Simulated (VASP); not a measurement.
# AlN in VASP: one cell, several levels of theory, part 1 of 2

Aim: gap, levels, forces and stress of wurtzite AlN, under +4.5 % equal strain in all directions at fixed geometry. Runs: PBE, r2SCAN. The results are then set beside those of Ansatz 0.2.0 for the same cell.

Code: VASP 6.6.1. PAW datasets, plane waves. Spin-unpolarised throughout; all numbers are computed.

## (1) The structure to begin with

The cell comes from an earlier relaxation with r2SCAN in another program, then strained, with the atoms relaxed again.

The symmetry is P6_3mc (No. 186, hexagonal); conventional cell a = 3.245 Å, c = 5.201 Å, 11.86 Å³ an atom. Al has 4 N at 1.97–1.98 Å; N has 4 Al at 1.97–1.98 Å.

The structure in full:

```xyz
4
Lattice="3.2453 0.0000 0.0000 -1.6226 2.8105 0.0000 0.0000 0.0000 5.2006" Properties=species:S:1:pos:R:3 pbc="T T T"
Al    0.0000    1.8736   -0.0146
Al    1.6226    0.9368    2.5857
N     0.0000    1.8736    1.9648
N     1.6226    0.9368    4.5651
```

## (2) PBE

INCAR

```
ENCUT = 520.000000
SIGMA = 0.020000
EDIFF = 1.00e-07
GGA = PE
PREC = Accurate
IBRION = -1
ISIF = 2
ISMEAR = -1
NBANDS = 16
NELM = 120
NSW = 0
LASPH = .TRUE.
LCHARG = .FALSE.
LWAVE = .FALSE.
LREAL = .FALSE.
```

KPOINTS

```
KPOINTS created by Atomic Simulation Environment
0
Gamma
12 12 6
0 0 0
```

KPOINTS_OPT

```
special points
6
Reciprocal
0.0000000000 0.0000000000 0.0000000000 1
0.5000000000 0.0000000000 0.0000000000 1
0.3333333333 0.3333333333 0.0000000000 1
0.0000000000 0.0000000000 0.5000000000 1
0.5000000000 0.0000000000 0.5000000000 1
0.3333333333 0.3333333333 0.5000000000 1
```

POSCAR

```
Al N
 1.0000000000000000
     3.2452523039688348    0.0000000000000000    0.0000000000000000
    -1.6226261519844174    2.8104709369269898    0.0000000000000000
     0.0000000000000000    0.0000000000000000    5.2006367362999999
 Al  N
   2   2
Cartesian
 -0.0000000000000000  1.8736472912846600 -0.0145913401662472
  1.6226261519844174  0.9368236456423300  2.5857270279837525
 -0.0000000000000000  1.8736472912846600  1.9648301162787469
  1.6226261519844174  0.9368236456423300  4.5651484844287467
```

Potentials: the recommended PBE PAW datasets, 16 valence electrons in the neutral cell.

Run with:

```sh
$ mpirun -np 1 vasp_std
```

Printed to the terminal (iteration lines stand in OSZICAR):

```text
POSCAR found type information on POSCAR AlN
 POSCAR found :  2 types and       4 ions
 LDA part: xc-table for (Slater+PW92), standard interpolation
 POSCAR, INCAR and KPOINTS ok, starting setup
 FFT: planning ... GRIDC
 FFT: planning ... GRID_SOFT
 FFT: planning ... GRID
 WAVECAR not read
 entering main loop
 Start KPOINTS_OPT (optional k-point list driver)
k-point batch [1-6\6]
```

OSZICAR:

```text
N       E                     dE             d eps       ncg     rms          rms(c)
DAV:   1     0.425320959331E+02    0.42532E+02   -0.71067E+03  2432   0.880E+02
DAV:   2    -0.299462539351E+02   -0.72478E+02   -0.65892E+02  3456   0.180E+02
DAV:   3    -0.337973517384E+02   -0.38511E+01   -0.38378E+01  3064   0.427E+01
DAV:   4    -0.338235159191E+02   -0.26164E-01   -0.26162E-01  2976   0.407E+00
DAV:   5    -0.338238843120E+02   -0.36839E-03   -0.36839E-03  3168   0.483E-01    0.114E+01
DAV:   6    -0.294791546428E+02    0.43447E+01   -0.10824E+01  2968   0.230E+01    0.394E+00
DAV:   7    -0.295085502984E+02   -0.29396E-01   -0.56717E-01  2544   0.539E+00    0.278E+00
DAV:   8    -0.295018119554E+02    0.67383E-02   -0.79897E-02  2672   0.260E+00    0.791E-01
DAV:   9    -0.294949466801E+02    0.68653E-02   -0.14620E-02  3120   0.903E-01    0.286E-01
DAV:  10    -0.294957013834E+02   -0.75470E-03   -0.31789E-03  2760   0.351E-01    0.175E-01
DAV:  11    -0.294955652439E+02    0.13614E-03   -0.25479E-04  2896   0.121E-01    0.435E-02
DAV:  12    -0.294955691561E+02   -0.39122E-05   -0.18002E-05  2696   0.336E-02    0.790E-03
DAV:  13    -0.294955690420E+02    0.11407E-06   -0.63281E-06  3000   0.186E-02    0.651E-03
DAV:  14    -0.294955690635E+02   -0.21501E-07   -0.47833E-07  2776   0.584E-03
   1 F= -.29495569E+02 E0= -.29495569E+02  d E =-.430882E-12
       N       E                     dE             ncg
DAV:   1     0.268932273963E+04   -0.21873E+04      192
DAV:   2     0.229962063473E+04   -0.38970E+03      256
DAV:   3     0.227966536391E+04   -0.19955E+02      264
DAV:   4     0.227951172701E+04   -0.15364E+00      200
DAV:   5     0.227950930633E+04   -0.24207E-02      264
DAV:   6     0.227950924475E+04   -0.61580E-04      224
DAV:   7     0.227950924276E+04   -0.19819E-05      264
DAV:   8     0.227950924273E+04   -0.37742E-07      184
```

The lines after F= are the extra pass for the points of KPOINTS_OPT, at fixed density; their E is not a total energy.

From OUTCAR:

```text
k-points           NKPTS =     76   k-points in BZ     NKDIM =     76   number of bands    NBANDS=     16

   NELECT =      16.0000    total number of electrons

   dimension x,y,z NGX =    24 NGY =   24 NGZ =   40
   dimension x,y,z NGXF=    48 NGYF=   48 NGZF=   80

  energy-cutoff  :      520.00
  volume of cell :       47.43
      direct lattice vectors                 reciprocal lattice vectors
     3.245252304  0.000000000  0.000000000     0.308142451  0.177906127  0.000000000
    -1.622626152  2.810470937  0.000000000     0.000000000  0.355812254  0.000000000
     0.000000000  0.000000000  5.200636736     0.000000000  0.000000000  0.192284147

 k-points in reciprocal lattice and weights: KPOINTS created by Atomic Simulation Env
   0.00000000  0.00000000  0.00000000       0.001
   0.08333333 -0.00000000  0.00000000       0.007
   0.16666667  0.00000000  0.00000000       0.007
   0.25000000 -0.00000000  0.00000000       0.007
   0.33333333 -0.00000000  0.00000000       0.007
   0.41666667 -0.00000000  0.00000000       0.007
   0.50000000 -0.00000000  0.00000000       0.003
   0.08333333  0.08333333  0.00000000       0.007
[... 68 more k-points ...]

 E-fermi :   5.4216

 k-point     1 :       0.0000    0.0000    0.0000
  band No.  band energies     occupation
      1      -9.4689      2.00000
      2      -7.6952      2.00000
      3      -0.4644      2.00000
      4       4.1968      2.00000
      5       4.1968      2.00000
      6       4.8123      2.00000
      7       4.8123      2.00000
      8       4.9739      2.00000
      9       8.1200      0.00000
     10      10.5846      0.00000
     11      14.5957      0.00000
     12      15.2345      0.00000
     13      15.2345      0.00000
     14      16.8287      0.00000
     15      16.9540      0.00000
     16      16.9540      0.00000

 k-point     2 :       0.0833   -0.0000    0.0000
  band No.  band energies     occupation
      1      -9.3931      2.00000
      2      -7.6533      2.00000
      3      -0.3696      2.00000
      4       3.8088      2.00000
      5       4.0931      2.00000
      6       4.3779      2.00000
      7       4.7952      2.00000
      8       4.9380      2.00000
      9       8.5698      0.00000
     10      10.9471      0.00000
     11      14.3170      0.00000
     12      14.7232      0.00000
     13      15.4514      0.00000
     14      16.6172      0.00000
     15      16.9249      0.00000
     16      17.0453      0.00000

 k-point     3 :       0.1667    0.0000    0.0000
  band No.  band energies     occupation
      1      -9.1731      2.00000
      2      -7.5394      2.00000
      3      -0.0909      2.00000
      4       2.8733      2.00000
      5       3.5250      2.00000
      6       3.8458      2.00000
      7       4.7250      2.00000
      8       4.8126      2.00000
      9       9.4561      0.00000
     10      11.6694      0.00000
     11      13.5249      0.00000
     12      13.9248      0.00000
     13      15.9804      0.00000
     14      16.1167      0.00000
     15      16.4531      0.00000
     16      16.9560      0.00000

 k-point     4 :       0.2500   -0.0000    0.0000
  band No.  band energies     occupation
      1      -8.8332      2.00000
      2      -7.3900      2.00000
      3       0.3509      2.00000
      4       1.8049      2.00000
      5       2.6324      2.00000
      6       3.5587      2.00000
      7       4.5689      2.00000
      8       4.6049      2.00000
      9      10.2651      0.00000
     10      11.8046      0.00000
     11      12.5125      0.00000
     12      13.9387      0.00000
     13      15.7982      0.00000
     14      15.8418      0.00000
     15      15.9974      0.00000
     16      17.2844      0.00000

 k-point     5 :       0.3333   -0.0000    0.0000
  band No.  band energies     occupation
      1      -8.4221      2.00000
      2      -7.2662      2.00000
      3       0.7675      2.00000
      4       1.0221      2.00000
      5       1.8610      2.00000
      6       3.3076      2.00000
      7       4.1809      2.00000
      8       4.4752      2.00000
      9      10.5942      0.00000
     10      11.2668      0.00000
     11      11.9884      0.00000
     12      14.2601      0.00000
     13      15.5723      0.00000
     14      15.6515      0.00000
     15      16.0058      0.00000
     16      18.1419      0.00000

 k-point     6 :       0.4167   -0.0000    0.0000
  band No.  band energies     occupation
      1      -8.0298      2.00000
      2      -7.2326      2.00000
      3       0.2114      2.00000
      4       1.2700      2.00000
      5       1.6102      2.00000
      6       3.1401      2.00000
      7       3.6899      2.00000
      8       4.3786      2.00000
      9      10.4592      0.00000
     10      10.7061      0.00000
     11      12.0512      0.00000
     12      14.3130      0.00000
     13      15.2706      0.00000
     14      15.6529      0.00000
     15      16.6193      0.00000
     16      18.6917      0.00000

 k-point     7 :       0.5000   -0.0000    0.0000
  band No.  band energies     occupation
      1      -7.8379      2.00000
      2      -7.2603      2.00000
      3      -0.0095      2.00000
      4       1.0980      2.00000
      5       1.9273      2.00000
      6       3.0817      2.00000
      7       3.3875      2.00000
      8       4.3433      2.00000
      9      10.3727      0.00000
     10      10.4931      0.00000
     11      12.1015      0.00000
     12      14.3432      0.00000
     13      15.1663      0.00000
     14      15.6715      0.00000
     15      16.8940      0.00000
     16      18.6309      0.00000

 k-point     8 :       0.0833    0.0833    0.0000
  band No.  band energies     occupation
      1      -9.2451      2.00000
      2      -7.5753      2.00000
      3      -0.1828      2.00000
      4       3.2633      2.00000
      5       3.5106      2.00000
      6       4.1101      2.00000
      7       4.6902      2.00000
      8       4.8569      2.00000
      9       9.2206      0.00000
     10      11.5282      0.00000
     11      13.7941      0.00000
     12      14.0377      0.00000
     13      15.8657      0.00000
     14      16.2282      0.00000
     15      16.3831      0.00000
     16      17.5201      0.00000

 k-point     9 :       0.1667    0.0833    0.0000
  band No.  band energies     occupation
      1      -8.9645      2.00000
      2      -7.4430      2.00000
      3       0.1787      2.00000
      4       2.3331      2.00000
      5       2.7601      2.00000
      6       3.7353      2.00000
      7       4.5290      2.00000
      8       4.6750      2.00000
      9      10.0777      0.00000
     10      12.1632      0.00000
     11      12.8880      0.00000
     12      13.4954      0.00000
     13      15.5742      0.00000
     14      15.9238      0.00000
     15      16.3172      0.00000
     16      17.2960      0.00000

 k-point    10 :       0.2500    0.0833    0.0000
  band No.  band energies     occupation
      1      -8.5865      2.00000
      2      -7.3048      2.00000
      3       0.6763      2.00000
      4       1.3551      2.00000
      5       2.0873      2.00000
      6       3.3231      2.00000
      7       4.3587      2.00000
      8       4.3632      2.00000
      9      10.7433      0.00000
     10      11.8228      0.00000
     11      12.0962      0.00000
     12      13.9346      0.00000
     13      15.1886      0.00000
     14      15.7151      0.00000
     15      16.0878      0.00000
     16      17.8830      0.00000

 k-point    11 :       0.3333    0.0833    0.0000
  band No.  band energies     occupation
      1      -8.1761      2.00000
      2      -7.2273      2.00000
      3       0.5328      2.00000
      4       1.2835      2.00000
      5       1.5739      2.00000
      6       3.0082      2.00000
      7       3.9171      2.00000
      8       4.2124      2.00000
      9      10.8039      0.00000
     10      11.0772      0.00000
     11      12.1038      0.00000
     12      14.2189      0.00000
     13      15.0419      0.00000
     14      15.8005      0.00000
     15      16.2246      0.00000
     16      18.4121      0.00000

 k-point    12 :       0.4167    0.0833    0.0000
  band No.  band energies     occupation
      1      -7.8562      2.00000
      2      -7.2453      2.00000
      3       0.1122      2.00000
      4       1.1826      2.00000
      5       1.8873      2.00000
      6       2.8437      2.00000
      7       3.4597      2.00000
      8       4.1285      2.00000
      9      10.5351      0.00000
     10      10.7764      0.00000
     11      12.2508      0.00000
     12      14.2865      0.00000
     13      15.0072      0.00000
     14      15.6513      0.00000
     15      16.8351      0.00000
     16      18.6617      0.00000

[... the tables of k-points 13 to 76 left out ...]

  Total       -5.2121169     -5.2121169     -4.7674488      0.0000000     -0.0000000      0.0000000
  in kB     -176.0518708   -176.0518708   -161.0321305      0.0000000     -0.0000000      0.0000000
  external PRESSURE =    -171.0452907 kB  Pullay stress =       0.0000000 kB

 POSITION                                       TOTAL-FORCE (eV/Angst)
 -----------------------------------------------------------------------------------
      0.00000      1.87365      5.18605         0.000000      0.000000     -0.009359
      1.62263      0.93682      2.58573        -0.000000     -0.000000     -0.009359
      0.00000      1.87365      1.96483        -0.000000      0.000000      0.009359
      1.62263      0.93682      4.56515        -0.000000      0.000000      0.009359
 -----------------------------------------------------------------------------------
    total drift:                                0.000000      0.000000      0.000669

  FREE ENERGIE OF THE ION-ELECTRON SYSTEM (eV)
  ---------------------------------------------------
  free  energy   TOTEN  =       -29.4955690635 eV

  energy  without entropy=      -29.4955690635  energy(sigma->0) =      -29.49556906
```

Hardware: 1 MPI rank of Intel Xeon 6975P-C, shared host.

The levels at the points of KPOINTS_OPT are read from vasprun.xml.

Near the gap, in eV above the top of the last filled band v; c is the band after it:

```csv
point,v−1,v,c,c+1
Γ,-0.16,0.00,3.15,5.61
M,-1.59,-0.63,5.40,5.52
K,-2.17,-2.16,4.99,7.82
A,-0.48,-0.48,5.42,5.42
L,-1.24,-1.24,4.88,4.88
H,-0.75,-0.75,7.01,7.01
```

PBE gives a direct gap of 3.15 eV at Γ. The pressure is -17.10 GPa; the forces vanish within 0.01 eV/Å.

(Continued in part 2 of 2.)
